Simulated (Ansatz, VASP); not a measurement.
# One calculation of BN (BN (110), 3 layers), two programs

```
B N
1.0
     2.53189    0.00000    0.00000
     0.00000    3.58063    0.00000
     0.00000    0.00000   18.53190
B N
3 3
Direct
  0.25000 0.08564 0.44071
  0.75000 0.63410 0.50000
  0.25000 0.08564 0.55929
  0.75000 0.90061 0.43042
  0.25000 0.39341 0.50000
  0.75000 0.90061 0.56958
```

Alike in both runs: functional LDA; k mesh 10 × 7 × 1; occupations fermi-dirac, width 0.02 eV; no spin polarisation.

Ansatz relaxed the structure, and its values are those at the end. VASP's run is a single point on that final structure, the one shown.

|  | VASP | Ansatz |
| --- | --- | --- |
| version | VASP 6.6.1 | Ansatz 0.2.0 |
| potentials or method | VASP PAW LDA potentials, release 64 (B, N) | PAW with Ansatz's default frozen-core files, scalar-relativistic |
| plane-wave cutoff (eV) | 520 | 420 |
| valence electrons in the cell | 24 | 24 |

Ansatz gave:

- rms of the force components (eV/Å): 0.002

**Question.** What did VASP give for the same quantities?

**Answer.** rms of the force components (eV/Å): 0.017.

Ansatz warned: «stress_scf_threshold_loose».
